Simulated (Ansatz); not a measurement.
# WS2: response to uniaxial strain along a

One table from this session's results is given with a row withheld; the runs are named, their logs left out.

Program: Ansatz 0.2.0. Level of theory: DFT PBEsol, scalar-relativistic, plane waves, PAW. These are calculated values, not measurements.

2 further runs of the same task are left out: 2 set aside as unsound or not needed.

## The system as given

The structure is hexagonal, space group P6_3/mmc (No. 194). The conventional cell has a = 3.146 Å, b = 3.146 Å, c = 12.705 Å, α = 90.00°, β = 90.00°, γ = 120.00°. W (site symmetry -6m2) has 6 S at 2.40 Å as nearest neighbours. S (site symmetry 3m) has 3 W at 2.40 Å as nearest neighbours.

Structure file:

```xyz
6
Lattice="3.1461 0.0000 0.0000 -1.5730 2.7246 0.0000 0.0000 0.0000 12.7046" Properties=species:S:1:pos:R:3 pbc="T T T"
W     0.0000    1.8164    3.1762
W     1.5730    0.9082    9.5285
S     0.0000    1.8164    7.9607
S     1.5730    0.9082    1.6084
S     0.0000    1.8164   11.0962
S     1.5730    0.9082    4.7439
```

It goes back to an entry of the Materials Project.

This cell was relaxed beforehand with the same method: volume 18.15 Å³/atom, gap on the mesh 1.10 eV.

The first run:

Contents of input.yaml:

```yaml
crystal:
  lattice:
    - [3.1460838168, 0.0, 0.0]
    - [-1.5730419084, 2.7245885078, 0.0]
    - [0.0, 0.0, 12.7046041393]
  atoms:
    - { symbol: W, position: [0.3333333333, 0.6666666667, 0.25] }
    - { symbol: W, position: [0.6666666667, 0.3333333333, 0.75] }
    - { symbol: S, position: [0.3333333333, 0.6666666667, 0.626601484] }
    - { symbol: S, position: [0.6666666667, 0.3333333333, 0.126601484] }
    - { symbol: S, position: [0.3333333333, 0.6666666667, 0.873398516] }
    - { symbol: S, position: [0.6666666667, 0.3333333333, 0.373398516] }
basis:
  ecutwfc: 420
kpoints:
  mp_grid: { grid: [12, 12, 2] }
hamiltonian:
  xc: pbesol
scf:
  occupations: { method: gaussian, width: 0.02 }
output:
  forces: true
  stress: true
  eigenvalues: true
```

Started as:

```console
ansatz run input.yaml --threads 1 --pin off --max-ram 2560MiB --backend cpu --events-out ev --progress --plain --runs-dir out
```

Steps of the session up to this table: Zero strain; The gap over the whole zone; At -2.0 %; Seeking the band edges at -2.0 %; The cell strained by +2.0 %; The gap over the whole zone at +2.0 %; The cell strained by -4.0 %; Seeking the band edges at -4.0 %; At +4.0 %; Seeking the band edges at +4.0 %; At -6.0 %; Seeking the band edges at -6.0 %; Strain +6.0 %; Seeking the band edges at +6.0 %.

One of the session's tables, all rows but one given; the rest of the session is left out.

It belongs to the step «Energy, stress and gap against strain». Lengths are those of the vectors of the cell that was run; stresses in GPa:

```
strain (%)  ΔE (meV/atom)  a (Å)  b (Å)   c (Å)
      -6.0           56.8  2.957  3.126  12.809
      -4.0              ?      ?      ?       ?
      -2.0            5.6  3.083  3.140  12.741
      +0.0            0.0  3.146  3.146  12.705
      +2.0            4.9  3.209  3.152  12.657
      +4.0           18.7  3.272  3.158  12.620
      +6.0           39.6  3.335  3.162  12.578
```

Q: Estimate the row for strain (%) = -4.0 from the others.

Worked estimate for «ΔE (meV/atom)». A straight line through the neighbours (-6.0, 56.8) and (-2.0, 5.6) gives 56.8 + (5.6 − 56.8) × (-4.0 + 6.0) / (-2.0 + 6.0) = 31.2; a parabola fitted to 3 rows on both sides gives 24.5.

The run gave: ΔE (meV/atom): 23.7; a (Å): 3.020; b (Å): 3.133; c (Å): 12.778. In «ΔE (meV/atom)» the line misses by +7.5 and the parabola by +0.8.

ΔE is over the unstrained cell. Stress in GPa, positive in compression, on the Cartesian axes of the input.

To keep in mind: Where a structure here is layered, its layers are held mostly by dispersion, which this level lacks, so their spacing and the stiffness across them are unreliable there. Warnings in the runs' records: symmetry narrowed by cell relaxation.
